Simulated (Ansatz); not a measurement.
# Te2Mo: the cost of one run

Program: Ansatz 0.2.0. Level of theory: DFT LDA, scalar-relativistic, plane waves, PAW. These are calculated values, not measurements.

1 further run of the same task is left out (set aside as unsound or not needed).

## 1. The structure to begin with

Symmetry: P2_1/m, No. 11, monoclinic system. Conventional cell: a = 6.277 Å, b = 3.350 Å, c = 36.138 Å, α = 90.00°, β = 90.01°, γ = 90.00°. Around Te (site symmetry m) lie 3 Mo at 2.66 to 2.68 Å. Te (site symmetry m) is surrounded by 3 Mo at 2.77 to 2.79 Å. Mo (site symmetry m) has 6 Te at 2.66 to 2.79 Å and 2 Mo at 2.84 Å in its first shell of neighbours.

Coordinates:

```
CELL_PARAMETERS angstrom
6.27723 0.00000 0.00700
0.00000 3.34966 0.00000
-0.04477 0.00000 36.13790
ATOMIC_POSITIONS crystal
Te 0.07733 0.75000 0.44342
Te 0.92267 0.25000 0.55658
Te 0.56766 0.25000 0.45920
Te 0.43234 0.75000 0.54080
Mo 0.81752 0.75000 0.50232
Mo 0.18248 0.25000 0.49768
```

It goes back to an entry of the Materials Project.

This cell was relaxed beforehand with the same method: volume 126.64 Å³/atom, gap on the mesh none (metal).

## 2. Tight relaxation for the response runs, with the smearing for a metal

The response runs start from a cell at rest, found with their own mesh and filling of the bands.

Input file input.yaml:

```yaml
crystal:
  lattice:
    - [6.2772283328, 0.0, 0.0070044101]
    - [0.0, 3.3496555259, 0.0]
    - [-0.0447727081, 0.0, 36.137901612]
  atoms:
    - { symbol: Te, position: [0.0773274767, 0.75, 0.4434185326] }
    - { symbol: Te, position: [0.9226725233, 0.25, 0.5565814674] }
    - { symbol: Te, position: [0.5676567673, 0.25, 0.4592022595] }
    - { symbol: Te, position: [0.4323432327, 0.75, 0.5407977405] }
    - { symbol: Mo, position: [0.8175152434, 0.75, 0.5023229157] }
    - { symbol: Mo, position: [0.1824847566, 0.25, 0.4976770843] }
basis:
  ecutwfc: 420
kpoints:
  mp_grid: { grid: [6, 10, 1] }
hamiltonian:
  xc: lda
scf:
  occupations: { method: fermi_dirac, width: 0.15 }
output:
  forces: true
  stress: true
  eigenvalues: true
relax:
  adjacent_minimum: "off"
  f_tol: 0.001
  max_steps: 60
  cell: { stress_tol: 0.01 }
```

Started as:

```sh
ansatz run input.yaml --threads 2 --pin off --max-ram 6144MiB --backend cpu --events-out ev --progress --plain --runs-dir out
```

Q: Estimate wall time and peak memory on 2 threads of Oxide Virtual Turin-like (Zen 5), shared host.

About 2.4 min, with a peak of 1.4 GiB.
